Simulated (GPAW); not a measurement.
**AlN in GPAW: the effect of functional**

Crystal: AlN.

```
CELL_PARAMETERS angstrom
0.00000 2.18399 2.18399
2.18399 0.00000 2.18399
2.18399 2.18399 0.00000
ATOMIC_POSITIONS crystal
Al 0.00000 0.00000 0.00000
N 0.25000 0.25000 0.25000
```

Measurements of this composition are mostly on another form, of space group No. 186.

Alike in all runs:

```yaml
Program: GPAW 26.7.0
Task: dielectric tensor
Cutoff: 550 eV
Basis: pw
k_mesh: 8 × 8 × 8
Occupations: fermi-dirac, width 0.001 eV
Spin: no spin polarisation
```

```csv
functional,potentials or basis,gap on the mesh (eV),dielectric constant (mean)
LDA,the program's PAW data sets (release 1.2.1) made for this functional,?,?
AM05,PAW data sets generated in the run's folder for this functional,3.16,4.44
PBEsol,PAW data sets generated in the run's folder for this functional,3.16,4.46
```

Question: What does the run with functional LDA give?

Answer: gap on the mesh 3.22 eV; dielectric constant 4.42 mean.

Caveats: the long-wavelength limit can be off by a per cent or two.

A k mesh can miss the band edges.

Runs at the PBE level aren't shown here.
